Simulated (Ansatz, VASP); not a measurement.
# Se: VASP beside Ansatz

```
Se
1.0
     5.68209    3.28055    1.59495
    -5.68209    3.28055    1.59495
     0.00000   -6.56111    1.59495
Se
6
Direct
  0.27329 0.15203 0.90824
  0.90824 0.27329 0.15203
  0.15203 0.90824 0.27329
  0.72671 0.84797 0.09176
  0.09176 0.72671 0.84797
  0.84797 0.09176 0.72671
```

Alike in both runs: functional r2SCAN; k mesh 6 × 6 × 6; occupations gaussian, width 0.02 eV; no spin polarisation.

Ansatz relaxed the structure, and its values are those at the end. VASP's run is a single point on that final structure, the one shown.

```csv
,VASP,Ansatz
version,VASP 6.6.1,Ansatz 0.2.0
potentials or method,"VASP PAW PBE potentials, release 64 (Se)","scalar-relativistic, plane waves, PAW"
plane-wave cutoff (eV),520,500
valence electrons in the cell,36,96
```

Ansatz gave:

```
gap on the k mesh at the Fermi level (eV) : 1.73
least direct gap on the mesh (eV)         : 1.97
pressure (GPa)                            : 0.0
```

**Question.** Estimate VASP's values.

**Answer.** gap on the k mesh at the Fermi level (eV): 1.72; least direct gap on the mesh (eV): 1.96; pressure (GPa): 0.0.

The two sets of potentials don't hold the same shells in valence.

Caveats: the PAW data sets were made with another functional, which shifts forces and pressure a little (VASP). r2SCAN opens gaps a little over a GGA but as a rule still falls short of measured ones. A k mesh can miss the band edges.
